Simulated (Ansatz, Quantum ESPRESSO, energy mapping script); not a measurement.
# Spin model of MnO2 monolayer from collinear orders

Wanted: the magnetic order of MnO2 monolayer, its couplings and an estimate of its ordering temperature, by LDA+U (3.6 eV), QE, GBRV.

Program: Quantum ESPRESSO 7.5. Level of theory: LDA with U = 3.6 eV on Mn d, ortho-atomic projectors; plane waves, U on orthogonalised atomic orbitals unless named otherwise, collinear spin, no spin–orbit coupling. Results are calculated unless marked as measured.

Most raw output is cut from this account.

## (1) Starting point

The cell holds 3 atoms: 1 Mn and 2 O. Cell: a = 2.857 Å, b = 2.857 Å, c = 16.897 Å, α = 90.0°, β = 90.0°, γ = 120.0°. It derives from MnO2. one layer cut from the bulk crystal, unrelaxed, 15 A of vacuum. Vacuum lies along c.

The cell comes from a database of computed structures, and need not be the one that the compound takes in experiment.

A Hubbard U penalises fractional filling of the shell. It raises the cost of virtual hops to the neighbours, so couplings that rest on such hops usually weaken. These runs use Quantum ESPRESSO.

## (2) Order 1: parallel, cell A of 6 atoms

Each cell gets its own parallel run on the same mesh, so that most of the mesh error cancels in the differences.

The potential files are GBRV's for LDA; pw.x takes the functional from them.

Contents of pw.in:

```
&control
  calculation = 'scf'
  prefix = 'pw'
  outdir = './tmp/'
  pseudo_dir = './pseudo/'
  verbosity = 'low'
/
&system
  ibrav = 0
  nat = 6
  ntyp = 2
  ecutwfc = 45
  ecutrho = 360
  nbnd = 44
  occupations = 'smearing'
  smearing = 'fd'
  degauss = 0.00367493
  nspin = 2
  starting_magnetization(1) = 0.3000
/
&electrons
  conv_thr = 1.5e-08
  electron_maxstep = 120
  mixing_beta = 0.3
  mixing_mode = 'plain'
/
ATOMIC_SPECIES
  Mn 54.9380 Mn.upf
  O 15.9990 O.upf
CELL_PARAMETERS angstrom
  2.85687000 0.00000000 0.00000000
  -2.85687000 4.94824400 0.00000000
  0.00000000 0.00000000 16.89689100
ATOMIC_POSITIONS crystal
  Mn 0.00000000 0.00000000 0.50000000
  Mn 0.00000000 0.50000000 0.50000000
  O 0.66666667 0.16666667 0.55613100
  O 0.66666667 0.66666667 0.55613100
  O 0.33333333 0.33333333 0.44386900
  O 0.33333333 0.83333333 0.44386900
K_POINTS automatic
  10 5 1 0 0 0
HUBBARD {ortho-atomic}
U Mn-3d 3.6
```

Command:

```sh
> OMP_NUM_THREADS=1 mpirun -n 4 pw.x -nk 4 -in pw.in > pw.out
```

Elapsed: 1.7 min, on 4 MPI ranks of Arm Neoverse V1, shared host; peak memory 1.4 GiB.

Spin moment in the sphere by atom:

| atom | spin moment in the sphere (μB) |
| --- | --- |
| Mn1 | 2.74 |
| Mn2 | 2.74 |
| O3 | -0.08 |
| O4 | -0.08 |
| O5 | -0.08 |
| O6 | -0.08 |

The run ends ferromagnetic.

## (3) Run 2 (compensated +−; cell A, 6 atoms)

This order reverses 4 of the 6 neighbours at 2.86 Å, 4 of the 6 neighbours at 4.95 Å and 0 of the 6 neighbours at 5.71 Å, counted for an average magnetic atom.

Edit pw.in of step 2 so:

```diff
@@ -10,6 +10,6 @@
   nat = 6
-  ntyp = 2
+  ntyp = 3
   ecutwfc = 45
   ecutrho = 360
-  nbnd = 44
+  nbnd = 39
   occupations = 'smearing'
@@ -19,2 +19,3 @@
   starting_magnetization(1) = 0.3000
+  starting_magnetization(2) = -0.3000
 /
@@ -27,3 +28,4 @@
 ATOMIC_SPECIES
-  Mn 54.9380 Mn.upf
+  Mn1 54.9380 Mn.upf
+  Mn2 54.9380 Mn.upf
   O 15.9990 O.upf
@@ -34,4 +36,4 @@
 ATOMIC_POSITIONS crystal
-  Mn 0.00000000 0.00000000 0.50000000
-  Mn 0.00000000 0.50000000 0.50000000
+  Mn1 0.00000000 0.00000000 0.50000000
+  Mn2 0.00000000 0.50000000 0.50000000
   O 0.66666667 0.16666667 0.55613100
@@ -43,2 +45,3 @@
 HUBBARD {ortho-atomic}
-U Mn-3d 3.6
+U Mn1-3d 3.6
+U Mn2-3d 3.6
```

Elapsed: 94 s, on 4 MPI ranks; peak memory 1.4 GiB; 6.2 min of CPU time.

Spin moment in the sphere by atom:

| atom | spin moment in the sphere (μB) |
| --- | --- |
| Mn1 | 2.65 |
| Mn2 | -2.65 |
| O3 | -0.02 |
| O4 | 0.02 |
| O5 | 0.02 |
| O6 | -0.02 |

The run ends antiferromagnetic, 61.24 meV a magnetic atom above the parallel order of its cell.

## (4) Order 3: parallel, cell B of 9 atoms

The parallel order again, as the reference for this cell.

Contents of pw.in:

```
&control
  calculation = 'scf'
  prefix = 'pw'
  outdir = './tmp/'
  pseudo_dir = './pseudo/'
  verbosity = 'low'
/
&system
  ibrav = 0
  nat = 9
  ntyp = 2
  ecutwfc = 45
  ecutrho = 360
  nbnd = 64
  occupations = 'smearing'
  smearing = 'fd'
  degauss = 0.00367493
  nspin = 2
  starting_magnetization(1) = 0.3000
/
&electrons
  conv_thr = 2.2e-08
  electron_maxstep = 120
  mixing_beta = 0.3
  mixing_mode = 'plain'
/
ATOMIC_SPECIES
  Mn 54.9380 Mn.upf
  O 15.9990 O.upf
CELL_PARAMETERS angstrom
  2.85687000 0.00000000 0.00000000
  -4.28530500 7.42236599 0.00000000
  0.00000000 0.00000000 16.89689100
ATOMIC_POSITIONS crystal
  Mn 0.00000000 0.00000000 0.50000000
  Mn 0.00000000 0.33333333 0.50000000
  Mn 0.00000000 0.66666667 0.50000000
  O 0.66666667 0.11111111 0.55613100
  O 0.66666667 0.44444444 0.55613100
  O 0.66666667 0.77777778 0.55613100
  O 0.33333333 0.22222222 0.44386900
  O 0.33333333 0.55555556 0.44386900
  O 0.33333333 0.88888889 0.44386900
K_POINTS automatic
  12 4 1 0 0 0
HUBBARD {ortho-atomic}
U Mn-3d 3.6
```

The job ended after 4.3 min (4 MPI ranks; peak memory 2.3 GiB; 17 min of CPU time).

The run ends ferromagnetic. For each magnetic atom its energy differs from the parallel run of the first cell by 0.03 meV, an error that one common reference would have brought in.

## (5) Order 4: uncompensated ++−, cell B of 9 atoms

This order reverses 2.67 of the 6 neighbours at 2.86 Å, 4 of the 6 neighbours at 4.95 Å and 2.67 of the 6 neighbours at 5.71 Å, counted for an average magnetic atom.

Edit pw.in of step 4 so:

```diff
@@ -10,6 +10,6 @@
   nat = 9
-  ntyp = 2
+  ntyp = 3
   ecutwfc = 45
   ecutrho = 360
-  nbnd = 64
+  nbnd = 59
   occupations = 'smearing'
@@ -19,2 +19,3 @@
   starting_magnetization(1) = 0.3000
+  starting_magnetization(2) = -0.3000
 /
@@ -27,3 +28,4 @@
 ATOMIC_SPECIES
-  Mn 54.9380 Mn.upf
+  Mn1 54.9380 Mn.upf
+  Mn2 54.9380 Mn.upf
   O 15.9990 O.upf
@@ -34,5 +36,5 @@
 ATOMIC_POSITIONS crystal
-  Mn 0.00000000 0.00000000 0.50000000
-  Mn 0.00000000 0.33333333 0.50000000
-  Mn 0.00000000 0.66666667 0.50000000
+  Mn1 0.00000000 0.00000000 0.50000000
+  Mn1 0.00000000 0.33333333 0.50000000
+  Mn2 0.00000000 0.66666667 0.50000000
   O 0.66666667 0.11111111 0.55613100
@@ -46,2 +48,3 @@
 HUBBARD {ortho-atomic}
-U Mn-3d 3.6
+U Mn1-3d 3.6
+U Mn2-3d 3.6
```

Elapsed: 4.4 min, on 4 MPI ranks; peak memory 2.3 GiB; 17 min of CPU time.

The run ends ferrimagnetic, 35.70 meV a magnetic atom above the parallel order of its cell.

## (6) Order 5: parallel, cell C of 9 atoms

This run holds the same structure in another cell (a 2.857 → 4.948 Å, γ 120.0 → 30.0°).

Contents of pw.in:

```
&control
  calculation = 'scf'
  prefix = 'pw'
  outdir = './tmp/'
  pseudo_dir = './pseudo/'
  verbosity = 'low'
/
&system
  ibrav = 0
  nat = 9
  ntyp = 2
  ecutwfc = 45
  ecutrho = 360
  nbnd = 64
  occupations = 'smearing'
  smearing = 'fd'
  degauss = 0.00367493
  nspin = 2
  starting_magnetization(1) = 0.3000
/
&electrons
  conv_thr = 2.2e-08
  electron_maxstep = 120
  mixing_beta = 0.3
  mixing_mode = 'plain'
/
ATOMIC_SPECIES
  Mn 54.9380 Mn.upf
  O 15.9990 O.upf
CELL_PARAMETERS angstrom
  0.00000000 4.94824400 0.00000000
  -4.28530500 7.42236599 0.00000000
  0.00000000 0.00000000 16.89689100
ATOMIC_POSITIONS crystal
  Mn 0.00000000 0.00000000 0.50000000
  Mn 0.00000000 0.33333333 0.50000000
  Mn 0.00000000 0.66666667 0.50000000
  O 0.66666667 0.66666667 0.55613100
  O 0.66666667 0.00000000 0.55613100
  O 0.66666667 0.33333333 0.55613100
  O 0.33333333 0.00000000 0.44386900
  O 0.33333333 0.33333333 0.44386900
  O 0.33333333 0.66666667 0.44386900
K_POINTS automatic
  10 10 1 0 0 0
HUBBARD {ortho-atomic}
U Mn-3d 3.6
```

Run time: 4.4 min. Hardware: 4 MPI ranks; peak memory 2.2 GiB.

The run ends ferromagnetic. For each magnetic atom its energy differs from the parallel run of the first cell by 0.01 meV, an error that one common reference would have brought in.

## (7) Run 6 (uncompensated ++−; cell C, 9 atoms)

This order reverses 4 of the 6 neighbours at 2.86 Å, 0 of the 6 neighbours at 4.95 Å and 4 of the 6 neighbours at 5.71 Å, counted for an average magnetic atom.

Edit pw.in of step 6 so:

```diff
@@ -10,6 +10,6 @@
   nat = 9
-  ntyp = 2
+  ntyp = 3
   ecutwfc = 45
   ecutrho = 360
-  nbnd = 64
+  nbnd = 59
   occupations = 'smearing'
@@ -19,2 +19,3 @@
   starting_magnetization(1) = 0.3000
+  starting_magnetization(2) = -0.3000
 /
@@ -27,3 +28,4 @@
 ATOMIC_SPECIES
-  Mn 54.9380 Mn.upf
+  Mn1 54.9380 Mn.upf
+  Mn2 54.9380 Mn.upf
   O 15.9990 O.upf
@@ -34,5 +36,5 @@
 ATOMIC_POSITIONS crystal
-  Mn 0.00000000 0.00000000 0.50000000
-  Mn 0.00000000 0.33333333 0.50000000
-  Mn 0.00000000 0.66666667 0.50000000
+  Mn1 0.00000000 0.00000000 0.50000000
+  Mn1 0.00000000 0.33333333 0.50000000
+  Mn2 0.00000000 0.66666667 0.50000000
   O 0.66666667 0.66666667 0.55613100
@@ -46,2 +48,3 @@
 HUBBARD {ortho-atomic}
-U Mn-3d 3.6
+U Mn1-3d 3.6
+U Mn2-3d 3.6
```

It took 4.2 min on 4 MPI ranks; peak memory 2.4 GiB; 17 min of CPU time.

The run ends ferrimagnetic, 48.57 meV a magnetic atom above the parallel order of its cell.

## (8) Parallel start in cell D (12 atoms)

Contents of pw.in:

```
&control
  calculation = 'scf'
  prefix = 'pw'
  outdir = './tmp/'
  pseudo_dir = './pseudo/'
  verbosity = 'low'
/
&system
  ibrav = 0
  nat = 12
  ntyp = 2
  ecutwfc = 45
  ecutrho = 360
  nbnd = 84
  occupations = 'smearing'
  smearing = 'fd'
  degauss = 0.00367493
  nspin = 2
  starting_magnetization(1) = 0.3000
/
&electrons
  conv_thr = 3.0e-08
  electron_maxstep = 120
  mixing_beta = 0.3
  mixing_mode = 'plain'
/
ATOMIC_SPECIES
  Mn 54.9380 Mn.upf
  O 15.9990 O.upf
CELL_PARAMETERS angstrom
  0.00000000 4.94824400 0.00000000
  -5.71374000 9.89648799 0.00000000
  0.00000000 0.00000000 16.89689100
ATOMIC_POSITIONS crystal
  Mn 0.00000000 0.00000000 0.50000000
  Mn 0.00000000 0.25000000 0.50000000
  Mn 0.00000000 0.50000000 0.50000000
  Mn 0.00000000 0.75000000 0.50000000
  O 0.66666667 0.75000000 0.55613100
  O 0.66666667 0.00000000 0.55613100
  O 0.66666667 0.25000000 0.55613100
  O 0.66666667 0.50000000 0.55613100
  O 0.33333333 0.00000000 0.44386900
  O 0.33333333 0.25000000 0.44386900
  O 0.33333333 0.50000000 0.44386900
  O 0.33333333 0.75000000 0.44386900
K_POINTS automatic
  10 5 1 0 0 0
HUBBARD {ortho-atomic}
U Mn-3d 3.6
```

Wall time 12 min (4 MPI ranks); peak memory 3.5 GiB.

The run ends ferromagnetic. For each magnetic atom its energy differs from the parallel run of the first cell by 0.00 meV, an error that one common reference would have brought in.

## (9) Compensated ++−− start in cell D (12 atoms)

This order reverses 4 of the 6 neighbours at 2.86 Å, 2 of the 6 neighbours at 4.95 Å and 4 of the 6 neighbours at 5.71 Å, counted for an average magnetic atom.

Edit pw.in of step 8 so:

```diff
@@ -10,6 +10,6 @@
   nat = 12
-  ntyp = 2
+  ntyp = 3
   ecutwfc = 45
   ecutrho = 360
-  nbnd = 84
+  nbnd = 74
   occupations = 'smearing'
@@ -19,2 +19,3 @@
   starting_magnetization(1) = 0.3000
+  starting_magnetization(2) = -0.3000
 /
@@ -27,3 +28,4 @@
 ATOMIC_SPECIES
-  Mn 54.9380 Mn.upf
+  Mn1 54.9380 Mn.upf
+  Mn2 54.9380 Mn.upf
   O 15.9990 O.upf
@@ -34,6 +36,6 @@
 ATOMIC_POSITIONS crystal
-  Mn 0.00000000 0.00000000 0.50000000
-  Mn 0.00000000 0.25000000 0.50000000
-  Mn 0.00000000 0.50000000 0.50000000
-  Mn 0.00000000 0.75000000 0.50000000
+  Mn1 0.00000000 0.00000000 0.50000000
+  Mn1 0.00000000 0.25000000 0.50000000
+  Mn2 0.00000000 0.50000000 0.50000000
+  Mn2 0.00000000 0.75000000 0.50000000
   O 0.66666667 0.75000000 0.55613100
@@ -49,2 +51,3 @@
 HUBBARD {ortho-atomic}
-U Mn-3d 3.6
+U Mn1-3d 3.6
+U Mn2-3d 3.6
```

The job ended after 9.9 min (4 MPI ranks; peak memory 3.5 GiB).

The run ends antiferromagnetic, 50.67 meV a magnetic atom above the parallel order of its cell.

## (10) From energies to couplings

Each energy difference is a sum of couplings weighted by the pairs that the order reverses. A few near shells are fitted to the differences by least squares. Energies are those extrapolated to zero occupation width, not the free energies F.

The orders side by side; each is measured from the parallel order in the same cell and on the same mesh:

| order | atoms | energy (meV a magnetic atom) | moments (μB) | moments kept as typed | opposed neighbours at 2.86, 4.95, 5.71 Å |
| --- | --- | --- | --- | --- | --- |
| parallel in cell A | 6 | 0.00 | 2.74 | yes | 0, 0, 0 |
| compensated +− in cell A | 6 | 61.24 | 2.65 | yes | 4, 4, 0 |
| parallel in cell B | 9 | 0.00 | 2.74 | yes | 0, 0, 0 |
| uncompensated ++− in cell B | 9 | 35.70 | 2.65 to 2.70 | yes | 2.67, 4, 2.67 |
| parallel in cell C | 9 | 0.00 | 2.74 | yes | 0, 0, 0 |
| uncompensated ++− in cell C | 9 | 48.57 | 2.60 to 2.68 | yes | 4, 0, 4 |
| parallel in cell D | 12 | 0.00 | 2.74 | yes | 0, 0, 0 |
| compensated ++−− in cell D | 12 | 50.67 | 2.65 | yes | 4, 2, 4 |

Couplings from the energies, with E = −Σ J e·e over ordered pairs:

| pair | distance (Å) | neighbours | J (meV) |
| --- | --- | --- | --- |
| Mn–Mn | 2.86 | 6 | 7.24 |
| Mn–Mn | 4.95 | 6 | 0.416 |
| Mn–Mn | 5.71 | 6 | -1.15 |

Adding the shell at 7.56 Å gives 7.3, 0.41, -1.2 and -0.055 meV and a mean-field temperature of 301 K, an exact solve that tests nothing.

Limits of this fit: couplings between layers, chains or clusters are absent from the fit or under 2 % of the largest, so temperatures below mark short-range order.

In mean field these couplings order at 302 K.

## (11) Ordering temperature by Monte Carlo

Mean field ignores fluctuations and overstates the ordering temperature, so the model is also sampled. The heat capacity peaks where order sets in.

Classical unit spins with these couplings on 30×30×1 copies of a cell that holds the lowest order (900 spins), heat-bath sweeps, cooled from random directions, 1004 sweeps to settle and 3014 measured at each temperature, averaged over 4 runs.

| T (K) | heat capacity (k_B a spin) |
| --- | --- |
| 36.3 | 1.07 |
| 62.0 | 1.09 |
| 101 | 1.19 |
| 126 | 1.36 |
| 152 | 1.49 |
| 191 | 1.27 |
| 216 | 1.01 |
| 242 | 0.81 |
| 268 | 0.66 |
| 307 | 0.50 |
| 332 | 0.42 |

The smoothed heat capacity has a broad peak at 147 K. An isotropic layer has no long-range order above 0 K, so no order parameter is shown.

## (12) Comparison

The first set of orders, under PBE+U (3.6 eV), QE, GBRV, took 3.1 h of CPU time summed over its finished orders (seed run apart), these 2.8 h.

| quantity | this set | first set |
| --- | --- | --- |
| J at 2.86 Å, meV | 7.24 | 5.84 |
| J at 4.95 Å, meV | 0.416 | 0.382 |
| J at 5.71 Å, meV | -1.15 | -0.865 |
| ordering temperature, mean field, K | 302 | 248 |
| heat-capacity peak, Monte Carlo, K | 147 | 125 |

The coupling that led in the first set goes from 5.84 to 7.24 meV.

## (13) Results

```json
{
  "lowest order tried": "parallel",
  "largest fitted value, Mn–Mn at 2.86 Å": "7.24 meV",
  "ordering temperature, mean field": "302 K",
  "heat-capacity peak, Monte Carlo": "147 K"
}
```

**Reading.** Of the orders tried, MnO2 monolayer prefers parallel moments under LDA+U (3.6 eV), QE, GBRV. The coupling at 2.86 Å is 1.2 times that of the first set, at 0.92 times the CPU time. The largest fitted coupling is the Mn–Mn pair at 2.86 Å, ferromagnetic at 7.2 meV, across a ligand at about 97°. A ferromagnetic sign on a path near 90° is what the Goodenough–Kanamori rules expect, though these runs do not test the mechanism. With 4 differences for 3 couplings the fit misses by 0.26 meV at most, a small part of the spread. In the fitted orders moments change by up to 5.3 % against the parallel run of the same cell, so the mapping is rough. The fitted couplings above 2 % of the largest link the moments within layers only, where isotropic couplings give no order above 0 K. The peak at 147 K marks where short-range order sets in on this finite lattice; real ordering needs anisotropy.

1 further run of the session is left out of this account and of its counts and ranges: runs hit by known faults of a program or its files, repeats, responses too ill-conditioned to give a U, cells squeezed past sense, harmless faults, or fits whose shells could not be counted again from the structure.

[Logs and program files are shortened in this print: banners, set-up blocks, solver, clock and traceback lines can be left out without a mark of their own.]

[Logs are printed without paths, hosts, clocks, repeated set-up lines and the standing remarks that a program may print on its own settings, such as how far it seeks lower states.]

[Hosts, paths, dates, database ids (printed as entryN), source tags and the programs' standing remarks are cut or masked in the printed files.]

[Where a cell is said to come from a database of computed structures, the database is the Materials Project.]
